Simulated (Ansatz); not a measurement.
# GaAs: relaxation

Where does the structure settle? Runs: cell and atoms relaxed (PAW); cell relaxed at -2 GPa (PAW); cell relaxed at 2 GPa (PAW); cell relaxed at 4 GPa (PAW); cell relaxed at 7 GPa (PAW); cell relaxed at 10 GPa (PAW); cell relaxed at 15 GPa (PAW).

Program: Ansatz 0.2.0. Level of theory: DFT LDA, frozen-core PAW, scalar-relativistic unless said. These are calculated values, not measurements.

7 further runs of the same task are left out: 7 set aside as unsound or not needed.

**1. The system as given**

Symmetry: F-43m, No. 216, cubic system. Conventional cell: a = 5.654 Å, b = 5.654 Å, c = 5.654 Å, α = 90.00°, β = 90.00°, γ = 90.00°. Ga (site symmetry -43m) has 4 As at 2.45 Å as nearest neighbours. As (site symmetry -43m) is surrounded by 4 Ga at 2.45 Å.

Coordinates:

```
Ga As
1.0
     2.82685    2.82685    0.00000
    -2.82685    2.82685    0.00000
     0.00000    2.82685    2.82685
Ga As
1 1
Cartesian
  0.0000 0.0000 0.0000
  1.4134 4.2403 1.4134
```

Cartesian axes are those of the input's lattice vectors. The structure goes back to a database entry.

**2. Cell and atoms relaxed, PAW**

File input.yaml:

```yaml
crystal:
  lattice:
    - [2.82685, 2.82685, 0.0]
    - [-2.82685, 2.82685, 0.0]
    - [0.0, 2.82685, 2.82685]
  atoms:
    - { symbol: Ga, position: [0.0, 0.0, 0.0] }
    - { symbol: As, position: [0.75, 0.25, 0.5] }
kpoints:
  mp_grid: { grid: [12, 12, 12] }
scf:
  occupations: { method: fermi_dirac, width: 0.08 }
hamiltonian:
  xc: lda
  pseudopotentials: { kind: paw }
relax:
  f_tol: 0.002
  max_steps: 80
  cell: {}
output:
  forces: true
  stress: true
```

Command:

```console
ansatz run input.yaml --threads 1 --pin off --max-ram 3072MiB --backend cpu --events-out ev --progress --plain --runs-dir out
```

**3. Cell relaxed at -2 GPa, PAW**

File input.yaml:

```yaml
crystal:
  lattice:
    - [2.80144701152, 2.80144701152, 0.0]
    - [-2.80144701152, 2.80144701152, 0.0]
    - [0.0, 2.80144701152, 2.80144701152]
  atoms:
    - { symbol: Ga, position: [0.0, 0.0, 0.0] }
    - { symbol: As, position: [0.75, 0.25, 0.5] }
kpoints:
  mp_grid: { grid: [8, 8, 8] }
scf:
  occupations: { method: fixed }
hamiltonian:
  xc: lda
  pseudopotentials: { kind: paw }
relax:
  f_tol: 0.002
  max_steps: 80
  cell: { p_target: -2 }
output:
  forces: true
  stress: true
```

**4. Cell relaxed at 2 GPa, PAW**

Edit input.yaml of step 3 so:

```diff
@@ -18,3 +18,3 @@
   max_steps: 80
-  cell: { p_target: -2 }
+  cell: { p_target: 2 }
 output:
```

**5. Cell relaxed at 4 GPa, PAW**

Edit input.yaml of step 4 so:

```diff
@@ -18,3 +18,3 @@
   max_steps: 80
-  cell: { p_target: 2 }
+  cell: { p_target: 4 }
 output:
```

**6. Cell relaxed at 7 GPa, PAW**

Edit input.yaml of step 5 so:

```diff
@@ -18,3 +18,3 @@
   max_steps: 80
-  cell: { p_target: 4 }
+  cell: { p_target: 7 }
 output:
```

**7. Cell relaxed at 10 GPa, PAW**

Edit input.yaml of step 6 so:

```diff
@@ -18,3 +18,3 @@
   max_steps: 80
-  cell: { p_target: 7 }
+  cell: { p_target: 10 }
 output:
```

**8. Cell relaxed at 15 GPa, PAW**

Edit input.yaml of step 7 so:

```diff
@@ -18,3 +18,3 @@
   max_steps: 80
-  cell: { p_target: 10 }
+  cell: { p_target: 15 }
 output:
```

**Question.** What will these runs give? Wanted: cell; volume.

As calculated:

| quantity | value |
| --- | --- |
| cell | a = 3.962 Å, b = 3.962 Å, c = 3.962 Å, α = 60.00°, β = 60.00°, γ = 90.00° |
| volume | 21.986 Å³/atom |

The volume changes by -2.7 %. Cautions: frozen-core PAW files fitted under PBE, their cores solved anew for the functional of the run.
